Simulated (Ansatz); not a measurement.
RbBr: a run of Ansatz with trial settings.

```yaml
crystal:
  lattice:
    - [4.1260773, 0.0, 0.0]
    - [0.0, 4.1260773, 0.0]
    - [0.0, 0.0, 4.1260773]
  atoms:
    - { symbol: Rb, position: [0.0, 0.0, 0.0] }
    - { symbol: Br, position: [0.5, 0.5, 0.5] }
basis: {}
kpoints:
  mp_grid: { grid: [2, 5, 5] }
hamiltonian:
  xc: pbe
  pseudopotentials: { kind: paw, source: ansatz }
scf:
  occupations: { method: gaussian, width: 0.1 }
  max_iter: 80
  convergence: { dr2_threshold: "1e-7 eV" }
output:
  forces: true
  stress: true
  eigenvalues: true
```

Command:

```bash
ansatz run input.yaml --threads 1 --pin off --max-ram 1331MiB --backend cpu --events-out ev --progress --plain --runs-dir out
```

Output, shortened (HF is the Harris–Foulkes energy, dr2 the density residual in eV):

```text
Warning: crystal.symmetry: narrowed to the stabiliser of the k-point mesh — unitary ops 48 → 16; excluded 32 operations that carry a point of the 2×5×5 mesh (shift [0, 0, 0]) off the mesh (the run samples exactly the mesh kpoints.mp_grid names, as under crystal.symmetry.detect: false, and its converged state has the mesh's symmetry, not the crystal's …
Warning: output.stress: scf.convergence.dr2_threshold = 1e-7 eV (the SCF's general default) is looser than the 2e-10 eV advised for a printed stress (1e-10 eV for each atom of the cell: 2). What an SCF threshold leaves in a stress goes as its square root …
Pseudopotential: Rb, paw, valence charge 9, recommended cutoff 390 eV (normal)
Pseudopotential: Br, paw, valence charge 17, recommended cutoff 680 eV (normal)
Crystal: 2 atoms, lattice volume = 70.244 Å³
Basis set: ecut = 680 eV, 2801 PW (Γ), exchange–correlation on 72×72×72 points (8 copies of the dense FFT grid, shifted against one another)
Bands: 17, of which v1, the nominal top of the filled ones, is band 13 counted from 1 (12 counted from 0)
Symmetry: 16 space group operations
k-points: 12 of 50
Initial density: superposition of atomic densities
SCF iter   1: HF=-9416.130792 eV  Δρ=5.65e-2  dr2=4.33e0
SCF iter   2: HF=-9414.568758 eV  Δρ=1.72e-2  dr2=4.36e-1
SCF iter   3: HF=-9414.364967 eV  Δρ=5.71e-3  dr2=3.12e-2
SCF iter   4: HF=-9414.364227 eV  Δρ=2.19e-3  dr2=3.97e-3
SCF iter   5: HF=-9414.365822 eV  Δρ=3.06e-4  dr2=5.26e-5
SCF iter   6: HF=-9414.365952 eV  Δρ=7.19e-5  dr2=6.54e-6
SCF iter   7: HF=-9414.365957 eV  Δρ=1.38e-5  dr2=1.84e-7
SCF iter   8: F=-9414.365957 eV  HF=-9414.365957 eV  Δρ=2.18e-6  dr2=3.47e-9
SCF 1 converged in 8 iterations: F = -9414.365957 eV  dr2 = 3.47e-9
SCF converged after 8 iterations
Free energy (F): -9414.365957 eV
E sigma→0 (E₀):  -9414.365957 eV
Fermi energy:    5.797973 eV
--- Forces (eV/Å), atoms counted from 1 ---
  atom   1  Rb    -0.00000000     0.00000000     0.00000000
  atom   2  Br     0.00000000    -0.00000000     0.00000000
--- Stress (GPa, compression-positive) ---
        2.045416       0.000000       0.000000
        0.000000       0.662445       0.000000
        0.000000       0.000000       0.662445
  P = ⅓ Tr σ = 1.1234 GPa (11.234 kbar)
```

The inputs are trials, many of them unsound on purpose. Their numbers show the effect of the settings and aren't properties of the material.